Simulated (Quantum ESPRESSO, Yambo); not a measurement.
Planning a run of Quantum ESPRESSO 7.5 on CdS (Greenockite). The input:

```
&control
  calculation = 'nscf'
  prefix = 'x'
  outdir = 'o'
  pseudo_dir = 'pseudo'
/
&system
  ibrav = 0
  nat = 4
  ntyp = 2
  ecutwfc = 94.0
  nbnd = 98
  force_symmorphic = .true.
  noncolin = .true.
  lspinorb = .true.
/
&electrons
  conv_thr = 1e-9
  electron_maxstep = 80
  diago_full_acc = .true.
  diago_thr_init = 5e-6
/
ATOMIC_SPECIES
  Cd 112.41 Cd.upf
  S 32.06 S.upf
CELL_PARAMETERS angstrom
  4.1370000000 -0.0000000000 0.0000000000
  -2.0685000000 3.5827470955 0.0000000000
  0.0000000000 0.0000000000 6.7144000000
ATOMIC_POSITIONS crystal
  Cd 0.6666666667 0.3333333333 0.0000000000
  Cd 0.3333333333 0.6666666667 0.5000000000
  S 0.6666666667 0.3333333333 0.3750000000
  S 0.3333333333 0.6666666667 0.8750000000
K_POINTS automatic
  3 3 2 0 0 0
```

```sh
OMP_NUM_THREADS=1 mpirun -n 8 pw.x -nk 4 -in pw.in > pw.out
```

Q: How long will it take on 8 MPI ranks of Arm Neoverse V2, shared host, and how much memory?

It took 27 s; on shared hardware allow 13 s to 54 s. Peak host memory was 1.2 GiB.

[Paths, hosts, dates, memory and timing lines, banners, echoed tables and standing remarks are left out of the program output.]

[Logs are printed without paths, hosts, clocks, repeated set-up lines and the standing remarks that a program may print on its own settings, such as how far it seeks lower states.]

[Runs of the session that timed out or met a known fault of the program may be left out.]

[Hosts, paths, dates, database ids (printed as entryN), source tags and the programs' standing remarks are cut or masked in the printed files.]
